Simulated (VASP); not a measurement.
# Ru (P6_3/mmc) in VASP: notebook

One crystal, Ru, is run at these levels: PBE, LDA, r2SCAN; tasks: band structure, density of states, phonons.

Everything below comes from runs of VASP 6.6.1. Logs are shortened: lines on timing, memory, paths and dates and some standing lists are left out, and cuts for length are marked.

## Step 1: The structure

Symmetry: P6_3/mmc, No. 194, hexagonal system. Conventional cell: a = 2.688 Å, b = 2.688 Å, c = 4.255 Å, α = 90.00°, β = 90.00°, γ = 120.00°. Ru (site symmetry -6m2) is surrounded by 12 Ru at 2.63 to 2.69 Å.

## Step 2: Band structure, PBE

Contents of INCAR:

```
PREC = Accurate
ENCUT = 520
EDIFF = 1E-6
ISMEAR = 1
SIGMA = 0.1
LREAL = False
LASPH = True
NELM = 80
ALGO = Normal
ISIF = 2
LWAVE = False
LCHARG = False
LMAXMIX = 4
GGA = PE
KPAR = 4
```

Contents of KPOINTS:

```
regular mesh
0
Gamma
  15 15 9
```

Contents of POSCAR:

```
Ru                                      
1.0
    2.6879024158      0.0000000000     -0.0000000000
   -1.3439512079      2.3277917750      0.0000000000
    0.0000000000      0.0000000000      4.2552087736
  Ru            
     2
Direct
     0.3333333332999970    0.6666666667000030    0.2500000000000000
     0.6666666667000030    0.3333333332999970    0.7500000000000000
```

Contents of KPOINTS_OPT:

```
explicit points
258
Reciprocal
 0.0000000000  0.0000000000  0.0000000000 1
 0.0263157895  0.0000000000  0.0000000000 1
 0.0526315789  0.0000000000  0.0000000000 1
 0.0789473684  0.0000000000  0.0000000000 1
 0.1052631579  0.0000000000  0.0000000000 1
 0.1315789474  0.0000000000  0.0000000000 1
[... 250 lines left out ...]
 0.5000000000  0.0000000000  0.0238519900 1
 0.5000000000  0.0000000000 -0.0238519900 1
```

Potentials or basis: VASP PAW PBE potentials, release 64 (Ru_pv).

Launch:

```
$ cat potpaw_PBE.64/Ru_pv/POTCAR > POTCAR
$ mpirun -np 4 vasp_std > vasp.out
```

OUTCAR:

```text
PREC = Accurate
   ENCUT = 520
   EDIFF = 1E-6
   ISMEAR = 1
   LREAL = False
   LASPH = True
   NELM = 80
   ISIF = 2
   GGA = PE

 ion  position               nearest neighbor table
   1  0.333  0.667  0.250-   2 2.63   2 2.63   2 2.63   2 2.63   2 2.63   2 2.63
   2  0.667  0.333  0.750-   1 2.63   1 2.63   1 2.63   1 2.63   1 2.63   1 2.63

  LATTYP: Found a hexagonal cell.
 ALAT       =     2.6879024158
 C/A-ratio  =     1.5830964504

  Lattice vectors:

 A1 = (   2.6879024158,   0.0000000000,   0.0000000000)
 A2 = (  -1.3439512079,   2.3277917750,   0.0000000000)
 A3 = (   0.0000000000,   0.0000000000,   4.2552087736)

Analysis of symmetry for initial positions (statically):
=====================================================================
 Subroutine PRICEL returns:
 Original cell was already a primitive cell.

 Routine SETGRP: Setting up the symmetry group for a
 hexagonal supercell.

 Subroutine GETGRP returns: Found 24 space group operations
 (whereof 12 operations were pure point group operations)
 out of a pool of 24 trial point group operations.

The static configuration has the point symmetry D_3d.
 The point group associated with its full space group is D_6h.

Analysis of symmetry for dynamics (positions and initial velocities):
=====================================================================
 Subroutine PRICEL returns:
 Original cell was already a primitive cell.

 Routine SETGRP: Setting up the symmetry group for a
 hexagonal supercell.

 Subroutine GETGRP returns: Found 24 space group operations
 (whereof 12 operations were pure point group operations)
 out of a pool of 24 trial point group operations.

The dynamic configuration has the point symmetry D_3d.
 The point group associated with its full space group is D_6h.

 Subroutine INISYM returns: Found 24 space group operations
 (whereof 12 operations are pure point group operations),
 and found     1 'primitive' translations

----------------------------------------------------------------------------------------

                                     Primitive cell

  volume of cell :      26.6243

  direct lattice vectors                    reciprocal lattice vectors
     2.687902416  0.000000000  0.000000000     0.372037316  0.214795844  0.000000000
[... 76 lines left out ...]
 SYSTEM =  unknown system
   PREC   = accura    normal or accurate (medium, high low for compatibility)
   ISTART =      0    job   : 0-new  1-cont  2-samecut
   ICHARG =      2    charge: 1-file 2-atom 10-const
   ISPIN  =      1    spin polarized calculation?
   LNONCOLLINEAR =      F non collinear calculations
   LSORBIT =      F    spin-orbit coupling
   LASPH  =      T    aspherical Exc in radial PAW
   ENCUT  =  520.0 eV  38.22 Ry    6.18 a.u.   5.00  5.00  7.91*2*pi/ulx,y,z
   NELM   =     80;   NELMIN=  2; NELMDL= -5     # of ELM steps
   EDIFF  = 0.1E-05   stopping-criterion for ELM
   LREAL  =      F    real-space projection
   EDIFFG = 0.1E-04   stopping-criterion for IOM
   NSW    =      0    number of steps for IOM
   IBRION =     -1    ionic relax: 0-MD 1-quasi-New 2-CG
   NFREE  =      0    steps in history (QN), initial steepest desc. (CG)
   ISIF   =      2    stress and relaxation
   ISYM   =      2    0-nonsym 1-usesym 2-fastsym
   POTIM  = 0.5000    time-step for ionic-motion
   TEBEG  =    0.0;   TEEND  =   0.0 temperature during run
   PSTRESS=    0.0 pullay stress
   NELECT =      28.0000    total number of electrons
   NUPDOWN=      -1.0000    fix difference up-down
   EMIN   =  10.00;   EMAX   =-10.00  energy-range for DOS
   EFERMI =   0.00;   METHOD = LEGACY
   ISMEAR =     1;   SIGMA  =   0.10  broadening in eV -4-tet -1-fermi 0-gaus
   EFERMI_NEDOS =   21; number of points for ismear=-14 and -15
   IALGO  =     38    algorithm
   IMIX   =      4    mixing-type and parameters
     AMIX     =   0.40;   BMIX     =  1.00
     AMIX_MAG =   1.60;   BMIX_MAG =  1.00
  volume/ion in A,a.u.               =      13.31        89.83
  Fermi-wavevector in a.u.,A,eV,Ry     =   1.664823  3.146059 37.710382  2.771635
  Thomas-Fermi vector in A             =   2.751300
   LORBIT       =      0    0 simple, 1 ext, 2 COOP (PROOUT), +10 PAW based schemes
   GGA     = PE    functional components
   LHFCALC =     F    Hartree Fock is set to
   AEXX    =    0.0000 exact exchange contribution
   IVDW    =     0    specifies the selected vdW correction
   LEPSILON=     F    determine dielectric tensor
   LRPA    =     F    only Hartree local field effects (RPA)
 non-spin polarized calculation
 Methfessel and Paxton  Order N= 1 SIGMA  =   0.10
  energy-cutoff  :      520.00
  volume of cell :       26.62
 maximum number of plane-waves:       732
 NGX is ok and might be reduce to    20
   NGX =  9   NGY =  9   NGZ = 15

 number of electron      27.9999997 magnetization

 Free energy of the ion-electron system (eV)
  ---------------------------------------------------
  ext. energy  EPLUGINS =         0.00000000
  ---------------------------------------------------
  free energy    TOTEN  =       -18.44173864 eV

  energy without entropy =      -18.44032251  energy(sigma->0) =      -18.44126660

 E-fermi :  13.1806     XC(G=0): -14.2431

 val. band max:       13.1777625702   @ k =   0.2667   0.0000   0.3333
 cond. band min:      13.2080775884   @ k =   0.4667   0.0667   0.3333
 fundamental gap:      0.0303150182
 Fermi energy:        13.1805687633

 k-point     1 :       0.0000    0.0000    0.0000
  band No.  band energies     occupation
      1     -30.5222      2.00000
      2     -29.5326      2.00000
      3     -29.5326      2.00000
      4     -29.3522      2.00000
      5     -29.3522      2.00000
      6     -29.3037      2.00000
[... 481 lines left out ...]
      5     -29.6803      2.00000
      6     -29.6601      2.00000
[... 10 lines left out ...]
     17      18.6767      0.00000
     18      20.1741      0.00000

 [... further k-points ...]
[... 5 lines left out ...]
  --------------------------------------------------------------------------------------
  -------------------------------------------------------------------------------------
  Total        1.8368592      1.8368592      1.9072411      0.0000000     -0.0000000      0.0000000
  in kB      110.5370699    110.5370699    114.7724561      0.0000000     -0.0000000      0.0000000
  external PRESSURE =     111.9488653 kB  Pullay stress =       0.0000000 kB

 VOLUME and BASIS-vectors are now :
 -----------------------------------------------------------------------------
  energy-cutoff  :      520.00
  volume of cell :       26.62
      direct lattice vectors                 reciprocal lattice vectors
     2.687902416  0.000000000  0.000000000     0.372037316  0.214795844  0.000000000
    -1.343951208  2.327791775  0.000000000     0.000000000  0.429591689  0.000000000
     0.000000000  0.000000000  4.255208774     0.000000000  0.000000000  0.235006096

 POSITION                                       TOTAL-FORCE (eV/Angst)
 -----------------------------------------------------------------------------------
     -0.00000      1.55186      1.06380         0.000000      0.000000      0.000000
      1.34395      0.77593      3.19141        -0.000000     -0.000000      0.000000
 -----------------------------------------------------------------------------------
    total drift:                               -0.000000      0.000000     -0.000000

  FREE ENERGIE OF THE ION-ELECTRON SYSTEM (eV)
  ---------------------------------------------------
  free  energy   TOTEN  =       -18.4417386424 eV

  energy  without entropy=      -18.4403225132  energy(sigma->0) =      -18.44126660
```

stdout:

```text
POSCAR found type information on POSCAR Ru
 POSCAR found :  1 types and       2 ions
 scaLAPACK will be used
 LDA part: xc-table for (Slater+PW92), standard interpolation
 POSCAR, INCAR and KPOINTS ok, starting setup
 FFT: planning ... GRIDC
 FFT: planning ... GRID_SOFT
 FFT: planning ... GRID
 WAVECAR not read
 entering main loop
 Start KPOINTS_OPT (optional k-point list driver)
k-point batch [1-135\258]
k-point batch [136-258\258]
```

Run time: 18 s. Hardware: 4 MPI ranks of Intel Xeon Platinum 8488C (Sapphire Rapids), shared host; peak memory 0.19 GiB.

What came out:

* Free energy: -18.4417 eV
* Pressure: 11.2 GPa
* Band gap along the path: none (metal or under the smearing width)

Levels at the corners of the path, in eV from the Fermi level:
| point | band 10 | band 11 | band 12 | band 13 | band 14 | band 15 | band 16 | band 17 | band 18 |
| --- | --- | --- | --- | --- | --- | --- | --- | --- | --- |
| Γ | -2.66 | -2.47 | -1.95 | -1.95 | -1.41 | -1.41 | 1.24 | 1.24 | 1.34 |
| M | -3.08 | -2.11 | -1.80 | -1.54 | 1.50 | 1.92 | 2.00 | 4.20 | 6.30 |
| M | -3.08 | -2.11 | -1.80 | -1.54 | 1.50 | 1.92 | 2.00 | 4.20 | 6.30 |
| K | -3.85 | -2.89 | -2.89 | -1.09 | 1.06 | 1.06 | 1.50 | 7.18 | 7.41 |
| K | -3.85 | -2.89 | -2.89 | -1.09 | 1.06 | 1.06 | 1.50 | 7.18 | 7.41 |
| Γ | -2.66 | -2.47 | -1.95 | -1.95 | -1.41 | -1.41 | 1.24 | 1.24 | 1.34 |
| Γ | -2.66 | -2.47 | -1.95 | -1.95 | -1.41 | -1.41 | 1.24 | 1.24 | 1.34 |
| A | -2.82 | -2.82 | -2.82 | -2.75 | -2.75 | 0.58 | 0.58 | 0.58 | 0.58 |
| A | -2.82 | -2.82 | -2.82 | -2.75 | -2.75 | 0.58 | 0.58 | 0.58 | 0.58 |
| L | -4.64 | -1.07 | -1.07 | 0.48 | 0.48 | 1.76 | 1.76 | 3.50 | 3.50 |
| L | -4.64 | -1.07 | -1.07 | 0.48 | 0.48 | 1.76 | 1.76 | 3.50 | 3.50 |
| H | -4.20 | -2.76 | -2.76 | -1.21 | -1.21 | 1.29 | 1.29 | 8.65 | 8.65 |
| H | -4.20 | -2.76 | -2.76 | -1.21 | -1.21 | 1.29 | 1.29 | 8.65 | 8.65 |
| A | -2.82 | -2.82 | -2.82 | -2.75 | -2.75 | 0.58 | 0.58 | 0.58 | 0.58 |
| L | -4.64 | -1.07 | -1.07 | 0.48 | 0.48 | 1.76 | 1.76 | 3.50 | 3.50 |
| M | -3.08 | -2.11 | -1.80 | -1.54 | 1.50 | 1.92 | 2.00 | 4.20 | 6.30 |
| K | -3.85 | -2.89 | -2.89 | -1.09 | 1.06 | 1.06 | 1.50 | 7.18 | 7.41 |
| H | -4.20 | -2.76 | -2.76 | -1.21 | -1.21 | 1.29 | 1.29 | 8.65 | 8.65 |

## Step 3: Band structure, LDA

Edit INCAR of step 2 so:

```diff
@@ -13,3 +13,2 @@
 LMAXMIX = 4
-GGA = PE
 KPAR = 4
```

KPOINTS is that of step 2.

POSCAR is that of step 2.

KPOINTS_OPT is that of step 2.

Potentials or basis: VASP PAW LDA potentials, release 64 (Ru_pv).

Launch:

```
$ cat potpaw_LDA.64/Ru_pv/POTCAR > POTCAR
$ mpirun -np 4 vasp_std > vasp.out
```

OUTCAR:

```text
PREC = Accurate
   ENCUT = 520
   EDIFF = 1E-6
   ISMEAR = 1
   LREAL = False
   LASPH = True
   NELM = 80
   ISIF = 2

 ion  position               nearest neighbor table
   1  0.333  0.667  0.250-   2 2.63   2 2.63   2 2.63   2 2.63   2 2.63   2 2.63
   2  0.667  0.333  0.750-   1 2.63   1 2.63   1 2.63   1 2.63   1 2.63   1 2.63

  LATTYP: Found a hexagonal cell.
 ALAT       =     2.6879024158
 C/A-ratio  =     1.5830964504

  Lattice vectors:

 A1 = (   2.6879024158,   0.0000000000,   0.0000000000)
 A2 = (  -1.3439512079,   2.3277917750,   0.0000000000)
 A3 = (   0.0000000000,   0.0000000000,   4.2552087736)

Analysis of symmetry for initial positions (statically):
=====================================================================
 Subroutine PRICEL returns:
 Original cell was already a primitive cell.

 Routine SETGRP: Setting up the symmetry group for a
 hexagonal supercell.

 Subroutine GETGRP returns: Found 24 space group operations
 (whereof 12 operations were pure point group operations)
[... 158 lines left out ...]

 Free energy of the ion-electron system (eV)
  ---------------------------------------------------
  ext. energy  EPLUGINS =         0.00000000
  ---------------------------------------------------
  free energy    TOTEN  =       -21.38900964 eV

  energy without entropy =      -21.38763149  energy(sigma->0) =      -21.38855026

 E-fermi :  13.0368     XC(G=0): -14.5027

 val. band max:       13.0345774727   @ k =   0.2667   0.0000   0.3333
 cond. band min:      13.0669045116   @ k =   0.4667   0.0667   0.3333
 fundamental gap:      0.0323270390
 Fermi energy:        13.0368160840

 k-point     1 :       0.0000    0.0000    0.0000
  band No.  band energies     occupation
      1     -30.4788      2.00000
      2     -29.4708      2.00000
      3     -29.4708      2.00000
      4     -29.2875      2.00000
      5     -29.2875      2.00000
      6     -29.2394      2.00000
[... 481 lines left out ...]
      5     -29.6226      2.00000
      6     -29.6009      2.00000
[... 10 lines left out ...]
     17      18.5374      0.00000
     18      19.9965      0.00000

 [... further k-points ...]
[... 5 lines left out ...]
  --------------------------------------------------------------------------------------
  -------------------------------------------------------------------------------------
  Total       -0.8567465     -0.8567465     -0.9059132      0.0000000      0.0000000      0.0000000
  in kB      -51.5566152    -51.5566152    -54.5153341      0.0000000      0.0000000      0.0000000
  external PRESSURE =     -52.5428548 kB  Pullay stress =       0.0000000 kB

 VOLUME and BASIS-vectors are now :
 -----------------------------------------------------------------------------
  energy-cutoff  :      520.00
  volume of cell :       26.62
      direct lattice vectors                 reciprocal lattice vectors
     2.687902416  0.000000000  0.000000000     0.372037316  0.214795844  0.000000000
    -1.343951208  2.327791775  0.000000000     0.000000000  0.429591689  0.000000000
     0.000000000  0.000000000  4.255208774     0.000000000  0.000000000  0.235006096

 POSITION                                       TOTAL-FORCE (eV/Angst)
 -----------------------------------------------------------------------------------
     -0.00000      1.55186      1.06380        -0.000000      0.000000      0.000000
      1.34395      0.77593      3.19141         0.000000     -0.000000      0.000000
 -----------------------------------------------------------------------------------
    total drift:                               -0.000000      0.000000     -0.000000

  FREE ENERGIE OF THE ION-ELECTRON SYSTEM (eV)
  ---------------------------------------------------
  free  energy   TOTEN  =       -21.3890096417 eV

  energy  without entropy=      -21.3876314914  energy(sigma->0) =      -21.38855026
```

OSZICAR:

```text
N       E                     dE             d eps       ncg     rms          rms(c)
DAV:   1     0.283217556286E+03    0.28322E+03   -0.18072E+04  4868   0.174E+03
DAV:   2    -0.161239210422E+02   -0.29934E+03   -0.29374E+03  5186   0.497E+02
DAV:   3    -0.227894070758E+02   -0.66655E+01   -0.64798E+01  5074   0.797E+01
[... 17 lines left out ...]
DAV:   8    -0.270752971371E+05   -0.42460E-06     2832
       N       E                     dE             ncg
DAV:   1     0.252077187486E+05   -0.12171E+06     4436
DAV:   2    -0.116956620526E+05   -0.36903E+05     4712
DAV:   3    -0.124643423072E+05   -0.76868E+03     4668
DAV:   4    -0.124739588134E+05   -0.96165E+01     5952
DAV:   5    -0.124741082648E+05   -0.14945E+00     5026
DAV:   6    -0.124741159843E+05   -0.77195E-02     6470
DAV:   7    -0.124741160272E+05   -0.42926E-04     3602
DAV:   8    -0.124741160277E+05   -0.52027E-06     2654
```

stdout:

```text
POSCAR found type information on POSCAR Ru
 POSCAR found :  1 types and       2 ions
 scaLAPACK will be used
 LDA part: xc-table for (Slater(with rela. corr.)+CA(PZ))
 , standard interpolation
 POSCAR, INCAR and KPOINTS ok, starting setup
 FFT: planning ... GRIDC
 FFT: planning ... GRID_SOFT
 FFT: planning ... GRID
 WAVECAR not read
 entering main loop
 Start KPOINTS_OPT (optional k-point list driver)
k-point batch [1-135\258]
k-point batch [136-258\258]
```

It took 16 s on 4 MPI ranks of Intel Xeon Platinum 8488C (Sapphire Rapids), shared host; peak memory 0.19 GiB.

Results:

```yaml
Free_energy: -21.3890 eV
Pressure: -5.3 GPa
Band_gap_along_the_path: none (metal or under the smearing width)
```

Stress tensor (GPa, compression positive):
```
-5.16  0.00  0.00
 0.00 -5.16  0.00
 0.00  0.00 -5.45
```

Levels at the corners of the path, in eV from the Fermi level:
| point | band 10 | band 11 | band 12 | band 13 | band 14 | band 15 | band 16 | band 17 | band 18 |
| --- | --- | --- | --- | --- | --- | --- | --- | --- | --- |
| Γ | -2.67 | -2.49 | -1.97 | -1.97 | -1.41 | -1.41 | 1.25 | 1.25 | 1.34 |
| M | -3.10 | -2.12 | -1.81 | -1.55 | 1.51 | 1.94 | 2.02 | 4.21 | 6.28 |
| M | -3.10 | -2.12 | -1.81 | -1.55 | 1.51 | 1.94 | 2.02 | 4.21 | 6.28 |
| K | -3.85 | -2.91 | -2.91 | -1.10 | 1.07 | 1.07 | 1.52 | 7.20 | 7.35 |
| K | -3.85 | -2.91 | -2.91 | -1.10 | 1.07 | 1.07 | 1.52 | 7.20 | 7.35 |
| Γ | -2.67 | -2.49 | -1.97 | -1.97 | -1.41 | -1.41 | 1.25 | 1.25 | 1.34 |
| Γ | -2.67 | -2.49 | -1.97 | -1.97 | -1.41 | -1.41 | 1.25 | 1.25 | 1.34 |
| A | -2.84 | -2.84 | -2.84 | -2.77 | -2.77 | 0.59 | 0.59 | 0.59 | 0.59 |
| A | -2.84 | -2.84 | -2.84 | -2.77 | -2.77 | 0.59 | 0.59 | 0.59 | 0.59 |
| L | -4.66 | -1.07 | -1.07 | 0.49 | 0.49 | 1.77 | 1.77 | 3.49 | 3.49 |
| L | -4.66 | -1.07 | -1.07 | 0.49 | 0.49 | 1.77 | 1.77 | 3.49 | 3.49 |
| H | -4.21 | -2.76 | -2.76 | -1.22 | -1.22 | 1.30 | 1.30 | 8.64 | 8.64 |
| H | -4.21 | -2.76 | -2.76 | -1.22 | -1.22 | 1.30 | 1.30 | 8.64 | 8.64 |
| A | -2.84 | -2.84 | -2.84 | -2.77 | -2.77 | 0.59 | 0.59 | 0.59 | 0.59 |
| L | -4.66 | -1.07 | -1.07 | 0.49 | 0.49 | 1.77 | 1.77 | 3.49 | 3.49 |
| M | -3.10 | -2.12 | -1.81 | -1.55 | 1.51 | 1.94 | 2.02 | 4.21 | 6.28 |
| K | -3.85 | -2.91 | -2.91 | -1.10 | 1.07 | 1.07 | 1.52 | 7.20 | 7.35 |
| H | -4.21 | -2.76 | -2.76 | -1.22 | -1.22 | 1.30 | 1.30 | 8.64 | 8.64 |

[end of part 1 of 3]
